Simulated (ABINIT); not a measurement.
A run of ABINIT 10.8.3 (patched build):

Contents of run.abi:

```
# Pseudopotentials
pp_dirpath "./"
pseudos "Sn.hgh, Te.hgh"

# Structure
acell 7.0265677019 7.5237844592 7.4568395137
rprim
     0.9998198024     0.0163090224     0.0097148629
     0.0152312245     0.9998606085    -0.0068391107
     0.0091542995    -0.0069005099     0.9999342887
ntypat 2
znucl 50 52
natom 2
typat 1 2
xcart
     0.0999514530     0.0156490223     3.8680962212
     1.8433683520     1.9642580327     2.0549458538 Angstrom
chkprim 0
chksymtnons 0
tolsym 1.0e-6

# Plane-wave basis
ecut 14.0

# k points
kptopt 1
ngkpt 5 5 5
nshiftk 1
shiftk 0.0 0.0 0.0

# Exchange and correlation
ixc 1

# Bands and occupations
nband 9
occopt 3
tsmear 0.00183747

# SCF cycle
nstep 100
tolvrs 1.0e-10

# Output
iomode 3
prtwf 0
prtden 0
prteig 0
prtebands 0
enunit 1
prtvol 2
```

Potentials or basis: HGH LDA.

Command:

```console
$ abinit run.abi > log 2>&1
```

Hardware: 1 thread of Arm Neoverse V1, with other jobs on the host.

Problem. Estimate the wall time of this run.

Solution. It took 11 s on 1 thread of Arm Neoverse V1, with other jobs on the host, peak memory 0.06 GiB. Counts: scf iterations 8, mpi ranks 1, k points 63, bands 9, plane waves 1003.
